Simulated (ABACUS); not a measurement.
Crystal: AlRu.

```
Ru Al
1.0
     2.99160    0.00000    0.00000
     0.00000    2.99160    0.00000
     0.00000    0.00000    2.99160
Ru Al
1 1
Direct
  0.50000 0.50000 0.50000
  0.00000 0.00000 0.00000
```

Base run:

* Program: ABACUS 3.10.1
* Functional: LDA
* Potentials or basis: PseudoDojo NC SR 0.4.1 PBE standard
* Cutoff: 1361 eV
* Density cutoff: 5442 eV
* Basis: DZP LCAO (the cutoffs set its grid)
* k mesh: 9 × 9 × 9
* Occupations: fermi-dirac, width 0.05 eV
* Spin: no spin polarisation

Its results: band gap on the k mesh none (metal or under the smearing width); pressure -3.6 GPa.

Question: The run is repeated on the same cell with these changes: functional from LDA to PBEsol. What comes out?

Answer: Band gap on the k mesh none (metal or under the smearing width); pressure -1.5 GPa.

PBEsol binds less tightly than LDA, so the same cell stands under more pressure.

Caveats: the atomic orbitals were generated for these runs and aren't a published set; the potentials were made for another functional, which shifts forces and pressure; the basis of atomic orbitals isn't converged, which shifts pressures, moduli and gaps.
